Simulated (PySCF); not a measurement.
Here is a PySCF 2.14.0 calculation.

run.py

```python
import json
import numpy as np
from pyscf.pbc import gto, scf, dft, df

cell = gto.Cell()
cell.basis = {'Cd': 'DZVP-MOLOPT-SR-GTH-q12', 'Te': 'DZVP-MOLOPT-SR-GTH-q6'}
cell.pseudo = {'Cd': 'GTH-PBE-q12', 'Te': 'GTH-PBE-q6'}
cell.fromfile('CdTe.cif')
cell.ke_cutoff = 78  # hartree
cell.exp_to_discard = 0.02
cell.precision = 1e-08
cell.space_group_symmetry = True
cell.symmorphic = False
cell.max_memory = 5880  # MB
cell.verbose = 4
cell.build()

res = {}
kpts = cell.make_kpts([7, 7, 7], space_group_symmetry=True, time_reversal_symmetry=True)
cell.space_group_symmetry = False  # the mesh holds the operations; no search on the supercells of the integral code
mf = dft.KRKS(cell, kpts, xc='pbesol')
mf = mf.multigrid_numint()
mf = mf.smearing(sigma=0.00183747, method='fermi')  # hartree
mf.conv_tol = 1e-07
mf.max_cycle = 60

mf.kernel()
res.update(converged=bool(mf.converged), e_tot=mf.e_tot, nelec=cell.nelectron, nao=cell.nao, mesh=list(map(int, cell.mesh)), a=cell.lattice_vectors().tolist(), coords=cell.atom_coords().tolist(),
           mo_energy=[np.real(x).tolist() for x in mf.mo_energy], mo_occ=[np.real(x).tolist() for x in mf.mo_occ])
res.update(e_free=mf.e_free, e_zero=mf.e_zero)
res.update(kpts=kpts.kpts_scaled_ibz.tolist(), weights=kpts.weights_ibz.tolist())
res['parts'] = {k: float(np.real(v)) for k, v in mf.scf_summary.items() if np.isscalar(v)}
json.dump(res, open('results.json', 'w'))
if not mf.converged:
    raise SystemExit('SCF not converged')

print('levels (eV)')
for i, kp in enumerate(res['kpts'][:40]):
    print('k %7.4f %7.4f %7.4f  ' % tuple(kp), ' '.join('%.3f' % (x * 27.211386) for x in res['mo_energy'][i][:14]))

mf = mf.to_khf()  # unfold to the whole mesh
kpts = mf.kpts
# Mulliken populations
dm, s = np.asarray(mf.make_rdm1()), np.asarray(mf.get_ovlp())
sites = cell.aoslice_by_atom()[:, 2:]
tot = np.einsum('kij,kji->i', dm, s).real / len(kpts)
res['mulliken'] = [cell.atom_charge(i) - tot[a0:a1].sum() for i, (a0, a1) in enumerate(sites)]
print('Mulliken charges', np.round(res['mulliken'], 5))

# density of states, Gaussians of 0.15 eV
e = np.asarray(mf.mo_energy).real.reshape(1, -1) * 27.211386
ef = mf.get_fermi()
ef = np.max(ef) * 27.211386
x = np.arange(-15, 10.01, 0.1) + round(ef, 1)
dos = np.exp(-((x[:, None, None] - e) / 0.15) ** 2 / 2).sum(-1).T / (0.15 * np.sqrt(2 * np.pi) * len(kpts)) * 2
res.update(dos_e=x.tolist(), dos=dos.tolist())
for a, b in zip(x[::5], dos.T[::5]):
    print('%8.2f' % a, ' '.join('%9.4f' % y for y in b))

# density on a uniform mesh
grids = dft.gen_grid.UniformGrids(cell)
grids.mesh = [25, 25, 25]
grids.build()
ni = dft.numint.KNumInt()
rho = [ni.get_rho(cell, x, grids, kpts) for x in [dm]]
np.save('rho.npy', np.reshape(rho, (-1, *grids.mesh)))
res['done'] = True
json.dump(res, open('results.json', 'w'))
```

CdTe.cif

```cif
data_CdTe
_cell_length_a 4.53255447
_cell_length_b 4.53255447
_cell_length_c 4.53255447
_cell_angle_alpha 60.00000000
_cell_angle_beta 60.00000000
_cell_angle_gamma 60.00000000
_space_group_name_H-M_alt 'P1'
_space_group_name_Hall 'P 1'
_space_group_IT_number 1
loop_
_space_group_symop_operation_xyz
'x,y,z'
loop_
_atom_site_label
_atom_site_type_symbol
_atom_site_symmetry_multiplicity
_atom_site_Wyckoff_symbol
_atom_site_fract_x
_atom_site_fract_y
_atom_site_fract_z
_atom_site_occupancy
Te1 Te 1 a 0.7500000000 0.7500000000 0.7500000000 1
Cd1 Cd 1 a 0.0000000000 0.0000000000 0.0000000000 1
```

Potentials or basis: DZVP-MOLOPT-SR/GTH-PBE (potentials made for PBE).

The run is started by

```sh
$ OMP_NUM_THREADS=4 python -u run.py > log
```

Predict the band gap on the k mesh.

0.82 eV, direct.

Estimate the Mulliken charges.

Te +0.27; Cd -0.27 e.

States per cell in windows of 1 eV (zero at the valence-band top; states under -8 eV left out):
| from (eV) | total |
| --- | --- |
| -8.0 | 2.61 |
| -7.0 | 0.00 |
| -6.0 | 0.00 |
| -5.0 | 1.30 |
| -4.0 | 0.46 |
| -3.0 | 1.46 |
| -2.0 | 2.00 |
| -1.0 | 0.77 |
| 0.0 | 0.02 |
| 1.0 | 0.12 |
| 2.0 | 1.11 |
| 3.0 | 1.44 |
| 4.0 | 1.21 |
| 5.0 | 1.75 |
| 6.0 | 1.24 |
| 7.0 | 1.04 |

Caveat: spin-orbit coupling is left out, which moves the levels of the heavy elements; the basis of atomic orbitals isn't converged, which shifts pressures, moduli and gaps.

**Experimental background.**

From a printed reference work, data compilation, for a bulk crystal of CdTe at 0 K: band gap 1.607 eV.

Measured gap of CdTe: 1.607 eV (0 K; a printed reference work, data compilation). This calculation gives 0.82 eV (-0.78 eV). Spin-orbit coupling on Cd, Te is left out. The value is that of PBEsol in an atomic basis (DZVP-MOLOPT-SR/GTH-PBE (potentials made for PBE)), whose error adds to the functional's,, without temperature or zero-point motion. Semilocal functionals fall short of measured gaps as a rule.
